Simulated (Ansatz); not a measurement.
# SnSe (Fm-3m) in Ansatz: further runs

Aim: see how the results for SnSe move with the level of theory and the settings. Levels: PBE, PBEsol, RPBE, RPBE+D4. Tasks: single point, relaxation of cell and atoms.

Everything below comes from runs of Ansatz 0.2.0. Logs are shortened: lines on timing, memory, paths and dates and some standing lists are left out, and cuts for length are marked.

### Step 1. The crystal as given

Symmetry: Fm-3m, No. 225, cubic system. The conventional cell has a = 6.020 Å, b = 6.020 Å, c = 6.020 Å, α = 90.00°, β = 90.00°, γ = 90.00°. Sn (site symmetry m-3m) has 6 Se at 3.01 Å as nearest neighbours. Se (site symmetry m-3m) is surrounded by 6 Sn at 3.01 Å.

Measurements of this composition are mostly on another form, of space group No. 62.

### Step 2. Single point, PBE

input.yaml

```yaml
crystal:
  lattice:
    - [0.0, 3.01, 3.01]
    - [3.01, 0.0, 3.01]
    - [3.01, 3.01, 0.0]
  atoms:
    - { symbol: Sn, position: [0.0, 0.0, 0.0] }
    - { symbol: Se, position: [0.5, 0.5, 0.5] }
kpoints:
  mp_grid: { grid: [6, 6, 6] }
scf:
  occupations: { method: fermi_dirac, width: 0.06 }
hamiltonian:
  xc: pbe
  pseudopotentials: { kind: all_electron, lapw: { basis_error: 0.002 } }
output:
  forces: true
  stress: true
  eigenvalues: true
```

Potentials or basis: all-electron LAPW, scalar-relativistic.

The run is started by

```bash
ansatz run input.yaml --threads 1 --pin off --max-ram 3072MiB --backend cpu --events-out ev --progress --plain --runs-dir out
```

Output:

```text
Warning: RAYON_NUM_THREADS=1 ignored (pool sized by the plan → 1); use --threads N
LAPW: plane waves up to 6.748 Å⁻¹, error target 2.0e-3 eV per atom; small_component_spin mean_spin; Se in spheres of 1.429 Å, 24 of its electrons in bands, Dirac shells []; Sn in spheres of 1.581 Å, 22 of its electrons in bands, Dirac shells [] (how accurate: hamiltonian.pseudopotentials.lapw.basis_error, Limitations)
Engine: ansatz 0.2.0, aarch64-unknown-linux-gnu
Pseudopotentials: kind: all_electron
Pseudopotential: Sn, LAPW, valence charge 22, lapw/all_electron/scalar/gaussian/Sn, Koelling and Harmon's equation, gaussian nucleus
Pseudopotential: Se, LAPW, valence charge 24, lapw/all_electron/scalar/gaussian/Se, Koelling and Harmon's equation, gaussian nucleus
Functional definition: PBE
  parameter kappa = 0.804
  parameter beta = 0.06672455060314922
  exchange = pbe_x(kappa = kappa, mu = beta*pi^2/3)
  correlation = pbe_c(beta = beta)
Crystal: 2 atoms, lattice volume = 54.542 Å³
Basis set: ecut = 173.49939464780977 eV, 283 PW (Γ), exchange–correlation at level 2
Bands: 28, of which v1, the nominal top of the filled ones, is band 23 counted from 1 (22 counted from 0)
Symmetry: 48 space group operations
Space group: Fm-3m (ITA 225), of the structure as read, at distance tolerance 3.8e-5 Å
k-points: 16 of 216
Non-local potential: Sn, projectors of the file, none
Non-local potential: Se, projectors of the file, none
Initial density: superposition of atomic densities (chi_scale 0.1, normalization cell, long waves kept (reshape's long-wave potential 0.00 eV rms))
Initial wavefunctions: plane waves of lowest kinetic energy (no species holds an atomic orbital)
Functional: x = pbe(κ = 0.804, μ = 0.2195149727645171), c = pbe(β = 0.06672455060314922)
iter 1 solved again at ethr=1.20e-3 eV; its pass at ethr=1.00e-1 eV (dr2=5.53e-1 eV) is discarded
SCF iter   1: F=—  HF=-234216.163838 eV  |F-HF|=—  |Δ(HF+E_count)|=         —  Δρ=2.11e-2  dr2=5.53e-1  ethr=1.20e-3  ⟨swp⟩=2.2  Hψ=2823  notcnv=0
preconditioner: auto → none  [insulator: Δε(μ)=0.420 eV  Ē_g=18.143 eV  σ=0.060 eV  W_gap=0.94  n_scr=14 (ndim 8)  ℏωp=22.5 eV  f_vac=0.041  D(μ)=0.04/eV (n_scr^D=0)  ε∞_Penn≈2.5]
iter 2 solved again at ethr=3.50e-5 eV; its pass at ethr=1.20e-3 eV (dr2=1.61e-2 eV) is discarded
SCF iter   2: F=—  HF=-234216.006447 eV  |F-HF|=—  |Δ(HF+E_count)|=   1.57e-1  Δρ=5.28e-3  dr2=1.61e-2  ethr=3.50e-5  ⟨swp⟩=2.0  Hψ=2330  notcnv=0
SCF iter   3: F=—  HF=-234215.985638 eV  |F-HF|=—  |Δ(HF+E_count)|=   2.08e-2  Δρ=3.14e-3  dr2=7.70e-3  ethr=3.50e-5  ⟨swp⟩=2.3  Hψ=1385  notcnv=0
SCF iter   4: F=—  HF=-234215.987123 eV  |F-HF|=—  |Δ(HF+E_count)|=   1.48e-3  Δρ=8.19e-4  dr2=4.23e-4  ethr=1.67e-5  ⟨swp⟩=2.1  Hψ=1333  notcnv=0
SCF iter   5: F=—  HF=-234215.987255 eV  |F-HF|=—  |Δ(HF+E_count)|=   1.31e-4  Δρ=1.13e-4  dr2=8.31e-6  ethr=9.19e-7  ⟨swp⟩=2.4  Hψ=1335  notcnv=0
SCF iter   6: F=—  HF=-234215.987262 eV  |F-HF|=—  |Δ(HF+E_count)|=   6.90e-6  Δρ=1.16e-5  dr2=6.56e-8  ethr=1.81e-8  ⟨swp⟩=2.8  Hψ=1372  notcnv=0
SCF iter   7: F=-234215.987261 eV  HF=-234215.987261 eV  |F-HF|=8.96e-9  |Δ(HF+E_count)|=   5.34e-7  Δρ=4.62e-6  dr2=1.34e-8  ethr=1.43e-10  ⟨swp⟩=2.9  Hψ=1386  notcnv=0
SCF 1 converged in 7 iterations: F = -234215.987261 eV  dr2 = 1.34e-8
SCF converged after 7 iterations
Free energy (F): -234215.987261 eV
Harris-Foulkes:  -234215.987261 eV  (|F-HF|=8.96e-9)
Internal energy: -234215.987049 eV  (E = F + TS)
E sigma→0 (E₀):  -234215.987155 eV
Entropy (-TS):   -0.000212 eV (-0.106 meV/atom)
Fermi energy:    11.082153 eV
--- Per-component energies (eV) ---
  E_band       = -2325.074836
  E_kinetic    = 244477.708863
  E_xc         = -6892.790292
  E_electrostatic = -471800.905619  (all electrons and nuclei)
  E_smearing   = -0.000212  (= −TS)
  E_closure    = 0.000000  (closes the sum)
  E_atoms      = -234207.782353  (free atoms, spherical and without spin; not in F)
  Σ components = -234215.987261   (vs F -234215.987261, Δ=0.00e0)
  Basis errors (estimates in eV, not in F): energy 6.9e-4 per atom: plane waves 6.3e-4 (3.5e-4 summed), levels above the bands 9.5e-43, relativity 5.7e-8, radial functions 5.5e-5, core shells 7.9e-10; eigenvalues (radial functions only) 6.7e-6; not estimated: angular momenta, meshes, grids; target (lapw.basis_error) 2.0e-3; muffin-tin radii Se 1.429 Å, Sn 1.581 Å
--- Forces (eV/Å), atoms counted from 1 ---
  atom   1  Sn    -0.00000000     0.00000000    -0.00000000
  atom   2  Se     0.00000000    -0.00000000     0.00000000
  max |Σ_I F_I| component: 2.13e-30 eV/Å
--- Stress (GPa, compression-positive) ---
        0.608162      -0.000000       0.000000
       -0.000000       0.608162       0.000000
        0.000000       0.000000       0.608162
  P = ⅓ Tr σ = 0.6082 GPa (6.082 kbar)
--- Band table (eV; the first three rows and the last of 16) ---
  k-point 0: bands = ["-197.2271", "-136.6937", "-136.6937", "-136.6937", "-118.8090", "-74.5952", "-74.5952", "-74.5952", "-36.9060", "-36.9060", "-36.9044", "-36.9044", "-36.9044", "-10.8171", "-10.8171", "-10.8171", "-10.8150", "-10.8150", "-3.0820", "5.7277", "8.5991", "8.5991", "8.5991", "15.1174", "15.1174", "15.1174", "16.6690", "16.6690"]
  k-point 1: bands = ["-197.2271", "-136.6937", "-136.6937", "-136.6937", "-118.8090", "-74.5952", "-74.5952", "-74.5952", "-36.9060", "-36.9060", "-36.9045", "-36.9044", "-36.9044", "-10.8175", "-10.8175", "-10.8164", "-10.8133", "-10.8133", "-2.8924", "4.8017", "8.6350", "8.6350", "9.3135", "13.7997", "13.9986", "13.9986", "16.6821", "17.2972"]
  k-point 2: bands = ["-197.2271", "-136.6937", "-136.6937", "-136.6937", "-118.8090", "-74.5952", "-74.5952", "-74.5952", "-36.9059", "-36.9059", "-36.9044", "-36.9044", "-36.9044", "-10.8214", "-10.8214", "-10.8152", "-10.8070", "-10.8070", "-2.4395", "3.4027", "8.7516", "8.7516", "10.2306", "12.2226", "12.6158", "12.6158", "17.5572", "18.9315"]
  k-point 15: bands = ["-197.2271", "-136.6937", "-136.6937", "-136.6937", "-118.8090", "-74.5952", "-74.5952", "-74.5952", "-36.9060", "-36.9059", "-36.9045", "-36.9044", "-36.9043", "-10.8370", "-10.8177", "-10.8119", "-10.8057", "-10.7996", "-1.8588", "4.0606", "5.6860", "6.5681", "9.0336", "13.4311", "14.8072", "16.1748", "16.9080", "19.6367"]
```

Wall time 3.7 s (1 thread of Arm Neoverse V1, shared host); peak memory 0.24 GiB.

What came out:

| Quantity | Value |
| --- | --- |
| Free energy | -234215.9873 eV |
| Pressure | 0.6 GPa |
| Band gap on the k mesh | 0.58 eV, direct |

Caveat: spin-orbit coupling is left out, which moves the levels of the heavy elements. A k mesh can miss the band edges.

### Step 3. Single point, PBE

input.yaml

```yaml
crystal:
  lattice:
    - [0.0, 3.01, 3.01]
    - [3.01, 0.0, 3.01]
    - [3.01, 3.01, 0.0]
  atoms:
    - { symbol: Sn, position: [0.0, 0.0, 0.0] }
    - { symbol: Se, position: [0.5, 0.5, 0.5] }
kpoints:
  mp_grid: { grid: [8, 8, 8] }
scf:
  occupations: { method: gaussian, width: 0.016 }
hamiltonian:
  xc: pbe
  pseudopotentials: { kind: all_electron, lapw: { basis_error: 0.001 } }
output:
  forces: true
  stress: true
  eigenvalues: true
```

Potentials or basis: all-electron LAPW, scalar-relativistic.

The run is started by

```bash
ansatz run input.yaml --threads 1 --pin off --max-ram 3072MiB --backend cpu --events-out ev --progress --plain --runs-dir out
```

Output:

```text
Warning: RAYON_NUM_THREADS=1 ignored (pool sized by the plan → 1); use --threads N
LAPW: plane waves up to 7.060 Å⁻¹, error target 1.0e-3 eV per atom; small_component_spin mean_spin; Se in spheres of 1.433 Å, 24 of its electrons in bands, Dirac shells []; Sn in spheres of 1.577 Å, 22 of its electrons in bands, Dirac shells [] (how accurate: hamiltonian.pseudopotentials.lapw.basis_error, Limitations)
Engine: ansatz 0.2.0, aarch64-unknown-linux-gnu
Pseudopotentials: kind: all_electron
Pseudopotential: Sn, LAPW, valence charge 22, lapw/all_electron/scalar/gaussian/Sn, Koelling and Harmon's equation, gaussian nucleus
Pseudopotential: Se, LAPW, valence charge 24, lapw/all_electron/scalar/gaussian/Se, Koelling and Harmon's equation, gaussian nucleus
Functional definition: PBE
  parameter kappa = 0.804
  parameter beta = 0.06672455060314922
  exchange = pbe_x(kappa = kappa, mu = beta*pi^2/3)
  correlation = pbe_c(beta = beta)
Crystal: 2 atoms, lattice volume = 54.542 Å³
Basis set: ecut = 189.91591352218776 eV, 331 PW (Γ), exchange–correlation at level 2
Bands: 28, of which v1, the nominal top of the filled ones, is band 23 counted from 1 (22 counted from 0)
Symmetry: 48 space group operations
[... 22 lines left out ...]
Internal energy: -234215.971186 eV  (E = F + TS)
E sigma→0 (E₀):  -234215.971186 eV
Fermi energy:    11.091036 eV
--- Per-component energies (eV) ---
  E_band       = -2324.273549
  E_kinetic    = 244478.034045
  E_xc         = -6892.848154
  E_electrostatic = -471801.157076  (all electrons and nuclei)
  E_smearing   = -0.000000  (= −TS)
  E_closure    = 0.000000  (closes the sum)
  E_atoms      = -234207.782353  (free atoms, spherical and without spin; not in F)
  Σ components = -234215.971186   (vs F -234215.971186, Δ=0.00e0)
  Basis errors (estimates in eV, not in F): energy 3.4e-4 per atom: plane waves 3.3e-4 (1.8e-4 summed), levels above the bands 0.0e0, relativity 5.3e-8, radial functions 1.7e-5, core shells 8.6e-10; eigenvalues (radial functions only) 4.2e-6; not estimated: angular momenta, meshes, grids; target (lapw.basis_error) 1.0e-3; muffin-tin radii Se 1.433 Å, Sn 1.577 Å
--- Forces (eV/Å), atoms counted from 1 ---
  atom   1  Sn    -0.00000000    -0.00000000     0.00000000
  atom   2  Se     0.00000000    -0.00000000    -0.00000000
  max |Σ_I F_I| component: 2.15e-30 eV/Å
--- Stress (GPa, compression-positive) ---
        0.922419       0.000000       0.000000
        0.000000       0.922419       0.000000
        0.000000       0.000000       0.922419
  P = ⅓ Tr σ = 0.9224 GPa (9.224 kbar)
--- Band table (eV; the first three rows and the last of 29) ---
  k-point 0: bands = ["-197.1969", "-136.6635", "-136.6635", "-136.6635", "-118.8007", "-74.5871", "-74.5871", "-74.5871", "-36.8760", "-36.8760", "-36.8745", "-36.8745", "-36.8745", "-10.8104", "-10.8104", "-10.8104", "-10.8079", "-10.8079", "-3.0666", "5.7356", "8.6122", "8.6122", "8.6122", "15.1216", "15.1216", "15.1216", "16.6740", "16.6740"]
  k-point 1: bands = ["-197.1969", "-136.6635", "-136.6635", "-136.6635", "-118.8007", "-74.5871", "-74.5871", "-74.5871", "-36.8759", "-36.8759", "-36.8745", "-36.8745", "-36.8745", "-10.8101", "-10.8101", "-10.8101", "-10.8076", "-10.8076", "-2.9576", "5.1557", "8.6318", "8.6318", "9.0710", "14.2504", "14.3926", "14.3926", "16.6580", "17.0436"]
  k-point 2: bands = ["-197.1969", "-136.6635", "-136.6635", "-136.6635", "-118.8007", "-74.5871", "-74.5871", "-74.5871", "-36.8759", "-36.8759", "-36.8744", "-36.8744", "-36.8744", "-10.8125", "-10.8125", "-10.8092", "-10.8034", "-10.8034", "-2.6642", "4.0753", "8.6980", "8.6980", "9.8194", "12.9553", "13.2451", "13.2451", "16.9596", "18.0038"]
  k-point 28: bands = ["-197.1969", "-136.6635", "-136.6635", "-136.6635", "-118.8007", "-74.5872", "-74.5872", "-74.5871", "-36.8760", "-36.8759", "-36.8744", "-36.8744", "-36.8743", "-10.8273", "-10.8069", "-10.8051", "-10.8051", "-10.7930", "-1.8323", "3.8969", "6.1014", "6.1014", "9.9935", "12.2977", "15.5695", "15.5695", "18.0285", "18.0285"]
```

Wall time 6.6 s (1 thread of Arm Neoverse V1, shared host); peak memory 0.28 GiB.

What came out:

```
Free energy            : -234215.9712 eV
Pressure               : 0.9 GPa
Band gap on the k mesh : 0.58 eV, direct
```

Caveat: spin-orbit coupling is left out, which moves the levels of the heavy elements. A k mesh can miss the band edges.

### Step 4. Single point, PBEsol

Edit input.yaml of step 3 so:

```diff
@@ -11,5 +11,5 @@
 scf:
-  occupations: { method: gaussian, width: 0.016 }
+  occupations: { method: gaussian, width: 0.1 }
 hamiltonian:
-  xc: pbe
+  xc: pbesol
   pseudopotentials: { kind: all_electron, lapw: { basis_error: 0.001 } }
```

The run is started by

```bash
ansatz run input.yaml --threads 1 --pin off --max-ram 3072MiB --backend cpu --events-out ev --progress --plain --runs-dir out
```

Wall time 6.5 s (1 thread of Arm Neoverse V1, shared host); peak memory 0.28 GiB.

The run converged. Its results:

- Free energy: -234096.7018 eV
- Pressure: -1.9 GPa
- Band gap on the k mesh: 0.65 eV, direct

Levels at points of the mesh, in eV from the valence-band top:
```csv
k point,band 20,band 21,band 22,band 23,band 24,band 25,band 26,band 27
"(0.00, 0.00, 0.00)",-5.03,-2.10,-2.10,-2.10,4.37,4.37,4.37,5.89
"(0.00, 0.00, -0.50)",-7.99,-1.85,-1.85,0.00,0.65,1.30,1.30,8.20
"(0.00, -0.50, -0.50)",-5.95,-5.41,-3.56,-3.56,3.01,5.41,5.41,6.01
```

Caveat: spin-orbit coupling is left out, which moves the levels of the heavy elements. A k mesh can miss the band edges.

### Step 5. Single point, RPBE

Edit input.yaml of step 4 so:

```diff
@@ -11,5 +11,5 @@
 scf:
-  occupations: { method: gaussian, width: 0.1 }
+  occupations: { method: gaussian, width: 0.05 }
 hamiltonian:
-  xc: pbesol
+  xc: rpbe
   pseudopotentials: { kind: all_electron, lapw: { basis_error: 0.001 } }
```

Potentials or basis: all-electron LAPW, scalar-relativistic.

The run is started by

```bash
ansatz run input.yaml --threads 1 --pin off --max-ram 3072MiB --backend cpu --events-out ev --progress --plain --runs-dir out
```

Output:

```text
Warning: RAYON_NUM_THREADS=1 ignored (pool sized by the plan → 1); use --threads N
LAPW: plane waves up to 7.056 Å⁻¹, error target 1.0e-3 eV per atom; small_component_spin mean_spin; Se in spheres of 1.433 Å, 24 of its electrons in bands, Dirac shells []; Sn in spheres of 1.577 Å, 22 of its electrons in bands, Dirac shells [] (how accurate: hamiltonian.pseudopotentials.lapw.basis_error, Limitations)
Engine: ansatz 0.2.0, aarch64-unknown-linux-gnu
Pseudopotentials: kind: all_electron
Pseudopotential: Sn, LAPW, valence charge 22, lapw/all_electron/scalar/gaussian/Sn, Koelling and Harmon's equation, gaussian nucleus
[... 49 lines left out ...]
--- Stress (GPa, compression-positive) ---
        2.565746      -0.000000      -0.000000
       -0.000000       2.565746      -0.000000
       -0.000000      -0.000000       2.565746
  P = ⅓ Tr σ = 2.5657 GPa (25.657 kbar)
--- Band table (eV; the first three rows and the last of 29) ---
  k-point 0: bands = ["-197.2321", "-136.6011", "-136.6011", "-136.6011", "-118.7902", "-74.5656", "-74.5656", "-74.5656", "-36.7397", "-36.7397", "-36.7384", "-36.7384", "-36.7384", "-10.7661", "-10.7661", "-10.7661", "-10.7608", "-10.7608", "-2.9295", "5.9224", "8.7159", "8.7159", "8.7159", "15.2820", "15.2820", "15.2820", "16.8061", "16.8061"]
  k-point 1: bands = ["-197.2321", "-136.6011", "-136.6011", "-136.6011", "-118.7902", "-74.5656", "-74.5656", "-74.5656", "-36.7397", "-36.7397", "-36.7384", "-36.7384", "-36.7384", "-10.7657", "-10.7651", "-10.7651", "-10.7610", "-10.7610", "-2.8205", "5.3270", "8.7353", "8.7353", "9.1921", "14.4141", "14.5439", "14.5439", "16.8207", "17.1757"]
  k-point 2: bands = ["-197.2321", "-136.6011", "-136.6011", "-136.6011", "-118.7902", "-74.5656", "-74.5656", "-74.5656", "-36.7397", "-36.7397", "-36.7384", "-36.7384", "-36.7384", "-10.7663", "-10.7663", "-10.7648", "-10.7582", "-10.7582", "-2.5272", "4.2318", "8.8007", "8.8007", "9.9616", "13.1219", "13.3909", "13.3909", "17.1430", "18.1343"]
  k-point 28: bands = ["-197.2321", "-136.6011", "-136.6011", "-136.6011", "-118.7902", "-74.5657", "-74.5657", "-74.5656", "-36.7397", "-36.7396", "-36.7384", "-36.7384", "-36.7383", "-10.7798", "-10.7608", "-10.7608", "-10.7598", "-10.7489", "-1.6952", "4.0506", "6.2252", "6.2252", "10.1083", "12.4555", "15.7307", "15.7307", "18.1903", "18.1903"]
```

Wall time 6.7 s (1 thread of Arm Neoverse V1, shared host); peak memory 0.28 GiB.

Results:

```yaml
Free_energy: -234230.5441 eV
Pressure: 2.6 GPa
Band_gap_on_the_k_mesh: 0.54 eV, direct
```

Caveat: spin-orbit coupling is left out, which moves the levels of the heavy elements.

### Step 6. Relaxation of cell and atoms, RPBE+D4

Edit input.yaml of step 5 so:

```diff
@@ -11,5 +11,6 @@
 scf:
-  occupations: { method: gaussian, width: 0.05 }
+  occupations: { method: fermi_dirac, width: 0.05 }
 hamiltonian:
   xc: rpbe
+  dispersion: d4
   pseudopotentials: { kind: all_electron, lapw: { basis_error: 0.001 } }
@@ -18,2 +19,5 @@
   stress: true
-  eigenvalues: true
+relax:
+  f_tol: 0.005
+  max_steps: 60
+  cell: {}
```

Potentials or basis: all-electron LAPW, scalar-relativistic.

The run is started by

```bash
ansatz run input.yaml --threads 1 --pin off --max-ram 3072MiB --backend cpu --events-out ev --progress --plain --runs-dir out
```

It took 22 s on 1 thread of Arm Neoverse V1, shared host; peak memory 0.3 GiB.

It converged, with:

```
Free energy                            : -234232.0156 eV
Relaxed volume                         : 26.28 Å³/atom
Relaxed cell                           : a = 4.205 Å, b = 4.205 Å, c = 4.205 Å, α = 60.00°, β = 60.00°, γ = 60.00°
Space group after relaxing (to 0.05 Å) : Fm-3m (No. 225)
Energy gained by relaxing              : 5.6 meV/atom
Ionic steps                            : 5
Pressure after relaxing                : 0.0 GPa
Band gap on the k mesh                 : 0.71 eV
```

The path:
```tsv
step	energy change (eV)	largest force (eV/Å)	volume (Å³)
1	0.0000	0.0000	54.54
2	-0.0105	0.0000	52.08
3	-0.0112	0.0000	52.64
4	-0.0112	0.0000	52.56
5	-0.0112	0.0000	52.56
```

Final structure:
```yaml
crystal:
  lattice:
    - [0.00000, 2.97304, 2.97304]
    - [2.97304, 0.00000, 2.97304]
    - [2.97304, 2.97304, 0.00000]
  atoms:
    - { symbol: Sn, position: [0.00000, 0.00000, 0.00000] }
    - { symbol: Se, position: [0.50000, 0.50000, 0.50000] }
```

Caveat: spin-orbit coupling is left out, which moves the levels of the heavy elements.

### Step 7. The runs side by side

```csv
task,level,cell,k mesh,cutoff (eV),smearing,basis error allowed,gap on the mesh (eV),pressure (GPa)
single point,PBE,as given,6 × 6 × 6,173,fermi-dirac 0.06 eV,0.002 eV/atom,0.58,0.6
single point,PBE,as given,8 × 8 × 8,190,gaussian 0.016 eV,0.001 eV/atom,0.58,0.9
single point,PBEsol,as given,8 × 8 × 8,190,gaussian 0.1 eV,0.001 eV/atom,0.65,-1.9
single point,RPBE,as given,8 × 8 × 8,190,gaussian 0.05 eV,0.001 eV/atom,0.54,2.6
relaxation of cell and atoms,RPBE+D4,relaxed,8 × 8 × 8,-,fermi-dirac 0.05 eV,0.001 eV/atom,0.71,0.0
```

Alike in all rows: potentials or basis all-electron LAPW, scalar-relativistic; no spin polarisation.

On the cell as given the gap runs from 0.54 eV (RPBE) to 0.65 eV (PBEsol); the meshes differ, which moves gaps too. The pressure there spans -1.9 GPa (PBEsol) to 2.6 GPa (RPBE); a positive pressure means that this level wants a larger cell, a negative one a smaller.

Caveats: spin-orbit coupling is left out, which moves the levels of the heavy elements.

Compare energies only between runs with the same functional and basis.
